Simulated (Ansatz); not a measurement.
Na under strains and displacements

Level of theory: Ansatz, DFT PBE, scalar-relativistic, plane waves, PAW.

Cutoff 420 eV; k points 15×15×8 on the computed 2-atom cell (Γ-centred); Gaussian smearing, width 0.10 eV; no spin polarisation.

Reference cell:

```
Na
1.0
     3.76700    0.00000    0.00000
    -1.88350    3.26232    0.00000
     0.00000    0.00000    6.15400
Na
2
Direct
  0.33333 0.66667 0.25000
  0.66667 0.33333 0.75000
```

Each variant moves atoms of this cell by the vectors given, if any (Å), and then applies a symmetric strain (tensor components, Cartesian axes). The reference cell isn't relaxed at this level. Energies are per atom at zero smearing, counted from the lowest variant. Pressure is positive in compression.

1. strain (xx yy zz yz xz xy, %) 1.52 1.52 -7.48 0.00 0.00 0.00
2. strain (xx yy zz yz xz xy, %) 0.85 0.85 -2.15 0.00 0.00 0.00
3. strain (xx yy zz yz xz xy, %) 4.07 4.07 5.57 0.00 0.00 0.00
4. strain (xx yy zz yz xz xy, %) -6.85 -6.85 2.15 0.00 0.00 0.00

```json
{"result": "A", "ΔE (meV/atom)": "4.8", "P (GPa)": "0.26"}
{"result": "B", "ΔE (meV/atom)": "17.5", "P (GPa)": "0.98"}
{"result": "C", "ΔE (meV/atom)": "0.0", "P (GPa)": "-0.11"}
{"result": "D", "ΔE (meV/atom)": "19.0", "P (GPa)": "-0.89"}
```

Question: Which variant gave which result?

Answer: A is 1, B is 4, C is 2, D is 3. The pressure falls as the cell grows: from the smallest volume to the largest the variants are 4, 1, 2, 3.

This form isn't the element's structure at ambient conditions.